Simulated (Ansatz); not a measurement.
TiC, 2 atoms in the cell. Symmetry: Fm-3m, No. 225, cubic system. Conventional cell: a = 4.331 Å, b = 4.331 Å, c = 4.331 Å, α = 90.00°, β = 90.00°, γ = 90.00°. Around Ti (site symmetry m-3m) lie 6 C at 2.17 Å. C (site symmetry m-3m) has 6 Ti at 2.17 Å as nearest neighbours. The cell is a database's computed one.

```yaml
Program: Ansatz 0.2.0
Task: elastic constants
Functional: PBEsol
Potentials_or_basis: Ansatz PAW
Cutoff: "420 eV (not typed: the program's choice for these potentials)"
k_mesh: 8 × 8 × 8
Occupations: fermi-dirac, width 0.05 eV
Spin: no spin polarisation
Atoms_under_strain: relaxed
```

Potentials or basis: Ansatz PAW.

Command:

```console
$ ansatz run input.yaml --threads 2 --pin off --max-ram 5632MiB --backend cpu --events-out ev --progress --plain --runs-dir out
```

Hardware: 2 threads of Arm Neoverse V1, with other jobs on the host.

**Question.** How long does it take, and how much memory?

**Answer.** Run time: 3.8 s on 2 threads of Arm Neoverse V1 (shared host), peak memory 0.32 GiB. Counts: scf iterations 29, plane waves 411, k points 29, bands 12.
